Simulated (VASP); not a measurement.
Wanted: the native input for a VASP 6.6.1 run.

```
Task                   : relaxation of cell and atoms
Functional             : PBEsol
Potentials or basis    : VASP PAW PBE potentials, release 64 (Al, N)
Cutoff                 : 600 eV
k mesh                 : 12 × 12 × 6
Occupations            : gaussian, width 0.03 eV
Spin                   : no spin polarisation
Further INCAR settings : ALGO = Normal; EDIFF = 1e-07; IBRION = 2; EDIFFG = -0.005; NSW = 90; ISIF = 3
```

The structure of AlN lies in POSCAR:

```
AlN                                     
1.0
    3.1127044167      0.0000000000      0.0000000000
   -1.5563522084      2.6956810994      0.0000000000
    0.0000000000      0.0000000000      4.9808959608
  Al              N             
     2     2
Direct
     0.3333333332999970    0.6666666667000030    0.9989884320302729
     0.6666666667000030    0.3333333332999970    0.4989884320302728
     0.3333333332999970    0.6666666667000030    0.3810115679697297
     0.6666666667000030    0.3333333332999970    0.8810115679697297
```

One way to write it, as run:

INCAR

```
ALGO     = Normal         # electronic algorithm
EDIFF    = 1E-7           # SCF threshold, eV
EDIFFG   = -0.005         # ionic threshold
ENCUT    = 600            # plane-wave cutoff, eV
GGA      = PS             # functional
IBRION   = 2              # ionic algorithm
ISIF     = 3              # what is computed and relaxed
ISMEAR   = 0              # smearing method
KPAR     = 2            
LASPH    = True           # aspherical terms in the spheres
LCHARG   = False          # write CHGCAR
LREAL    = False          # projectors in reciprocal space
LWAVE    = False          # write WAVECAR
NELM     = 80             # most SCF steps
NSW      = 90             # ionic steps
PREC     = Accurate       # precision mode
SIGMA    = 0.03           # smearing width, eV
```

KPOINTS

```
k-points
0
Gamma
  12 12 6
```

Potentials or basis: VASP PAW PBE potentials, release 64 (Al, N).

Launch:

```console
$ cat potpaw_PBE.64/Al/POTCAR potpaw_PBE.64/N/POTCAR > POTCAR
$ mpirun -np 2 vasp_std > vasp.out
```

Results of the run:

```json
{
  "Relaxed volume": "10.45 Å³/atom",
  "Relaxed cell": "a = 3.113 Å, b = 3.113 Å, c = 4.982 Å, α = 90.00°, β = 90.00°, γ = 120.00°",
  "Space group after relaxing (to 0.05 Å)": "P6_3mc (No. 186)",
  "Energy gained by relaxing": "0.0 meV/atom",
  "Ionic steps": "3",
  "Pressure after relaxing": "0.0 GPa",
  "Band gap on the k mesh": "4.12 eV, direct"
}
```

Caveat: the PAW data sets were made with another functional, which shifts forces and pressure a little.

Wall time 48 s on 2 MPI ranks on Intel(R) Xeon(R) Platinum 8259CL CPU @ 2.50GHz (Skylake/Cascade Lake) (shared host), peak memory 0.19 GiB a rank.
